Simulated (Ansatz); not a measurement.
WS2: Born charges and dielectric tensor with LDA+U

WS2:

```xyz
3
Lattice="1.5790 0.9116 6.1633 -1.5790 0.9116 6.1633 0.0000 -1.8233 6.1633" Properties=species:S:1:pos:R:3 pbc="T T T"
W     0.0000    0.0000    0.0000
S     0.0000    0.0000    7.7473
S     0.0000    0.0000    4.6170
```

Measurements of this composition are mostly on another form, of space group No. 194.

```
Program             : Ansatz 0.2.0
Task                : Born charges and dielectric tensor
Functional          : LDA
Potentials or basis : Ansatz PAW
Cutoff              : 420 eV (not typed: the program's choice for these potentials)
k mesh              : 10 × 10 × 10
Occupations         : fixed
Spin                : no spin polarisation
Hubbard terms       : W d U = 3 eV
Hubbard projectors  : ortho-atomic (the default)
Double counting     : fll (the default)
```

| Property | Result |
| --- | --- |
| Band gap on the k mesh | 1.05 eV, indirect (least direct gap 2.11 eV) |
| Electronic dielectric tensor (diagonal) | 15.55, 15.55, 6.53 |
| Born charges (mean of the diagonal) | W -0.62; S +0.29, +0.33 e |

Levels at points of the mesh, in eV from the valence-band top:
| k point | band 10 | band 11 | band 12 | band 13 | band 14 | band 15 | band 16 | band 17 |
| --- | --- | --- | --- | --- | --- | --- | --- | --- |
| (0.00, 0.00, 0.00) | -2.10 | -2.10 | -1.45 | -1.23 | 2.35 | 2.35 | 2.64 | 2.64 |
| (0.00, 0.00, -0.50) | -3.97 | -2.40 | -1.68 | -1.66 | 2.31 | 2.54 | 3.70 | 4.02 |
| (0.00, -0.50, 0.00) | -3.97 | -2.40 | -1.68 | -1.66 | 2.31 | 2.54 | 3.70 | 4.02 |
| (0.00, -0.50, -0.50) | -3.89 | -3.03 | -1.87 | -1.48 | 2.26 | 2.67 | 3.28 | 4.53 |
| (-0.50, -0.50, 0.00) | -3.89 | -3.03 | -1.87 | -1.48 | 2.26 | 2.67 | 3.28 | 4.53 |
| (-0.50, -0.50, -0.50) | -3.48 | -2.07 | -2.07 | 0.00 | 2.44 | 2.44 | 2.50 | 2.50 |

Electronic dielectric tensor:
```
15.55  0.00  0.00
 0.00 15.55  0.00
 0.00  0.00  6.53
```

Born effective charge tensors (e):
atom 1, W
```
-0.70  0.00  0.00
 0.00 -0.70  0.00
 0.00  0.00 -0.47
```
atom 2, S
```
0.35 0.00 0.00
0.00 0.35 0.00
0.00 0.00 0.18
```
atom 3, S
```
0.35 0.00 0.00
0.00 0.35 0.00
0.00 0.00 0.29
```

Eigenvalues of the final occupation matrices:
```tsv
site	spin	trace	eigenvalues
site 1	1	2.49	0.45 0.45 0.51 0.51 0.57
```

Run time: 3 min on 2 threads of AMD EPYC 7R43 64-Core Processor (Zen 3), with other jobs on the host, peak memory 1.5 GiB.

Caveat: spin-orbit coupling is left out, which moves the levels of the heavy elements. A k mesh can miss the band edges.
